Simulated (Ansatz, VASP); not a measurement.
# One calculation of SnO, two programs

```xyz
2
Lattice="3.0896 -0.0138 -0.0138 -0.0138 3.0896 -0.0138 -0.0138 -0.0138 3.0896" Properties=species:S:1:pos:R:3 pbc="T T T"
Sn    0.0000    0.0000    0.0000
O     1.5311    1.5311    1.5311
```

Change from the starting cell: shear_111 strain -1.3%.

Alike in both runs: task single point; functional PBE; k mesh 8 × 8 × 8; occupations fermi-dirac, width 0.02 eV; no spin polarisation.

|  | VASP | Ansatz |
| --- | --- | --- |
| version | VASP 6.6.1 | Ansatz 0.2.0 |
| potentials or method | VASP PAW PBE potentials, release 64 (Sn_d, O) | plane waves, PAW |
| plane-wave cutoff (eV) | 520 | 420 |
| valence electrons in the cell | 20 | 20 |

|  | VASP | Ansatz | Ansatz less VASP |
| --- | --- | --- | --- |
| pressure (GPa) | 4.5 | 4.5 | +0.06 |
| largest component of the traceless stress (GPa) | 0.09 | 0.09 | +0.004 |

The functional is the same, so the differences come from potentials, cutoffs and numerics.
